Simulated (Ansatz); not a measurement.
## Co under changes of volume

One of the cells (10.640 Å³/atom); the others are scaled copies at fixed shape and fractional positions:

```
Co
1.0
     2.47200    0.00000    0.00000
    -1.23600    2.14081    0.00000
     0.00000    0.00000    4.02114
Co
2
Direct
  0.66667 0.33333 0.75000
  0.33333 0.66667 0.25000
```

| Item | Value |
| --- | --- |
| Program | Ansatz 0.2.0 |
| Functional | PBE |
| Potentials or basis | Ansatz PAW earlier set |
| Cutoff | 900 eV (not typed: the program's choice for these potentials) |
| k mesh | 12 × 12 × 7 |
| Occupations | fermi-dirac, width 0.05 eV |
| Spin | collinear spin, ferromagnetic start |
| Starting moments | [2.0, 2.0] μB |

```tsv
volume (Å³/atom)	energy over the lowest point (meV/atom)	pressure (GPa)	moment (μB per cell)
10.002	51.72	20.7	3.04
10.215	28.51	14.8	3.10
10.427	?	?	?
10.640	3.24	4.7	3.21
10.853	0.00	0.3	3.25
11.066	2.22	-3.6	3.29
11.279	9.35	-7.1	3.32
```

**Question.** What does the run at 10.427 Å³/atom give?

**Answer.** Energy over the lowest point 12.55 meV/atom; pressure 9.5 GPa; moment 3.16 μB per cell.

Worked out: A Birch-Murnaghan fit of order 3 (a polynomial in V^(-2/3)) to the other rows has its minimum at 10.87 Å³/atom with B0 = V·E''(V) = 209 GPa and B' = 3.9 at fixed shape and positions, which overstates the stiffness. It gives 12.60 meV/atom at 10.427 Å³/atom, against the run's 12.55, and -dE/dV = 9.4 GPa, against 9.5. A parabola through the other rows of the moment, of slope 0.25 μB per Å³/atom there, gives 3.16 μB, against the run's 3.16.

Energies are extrapolated to zero smearing.
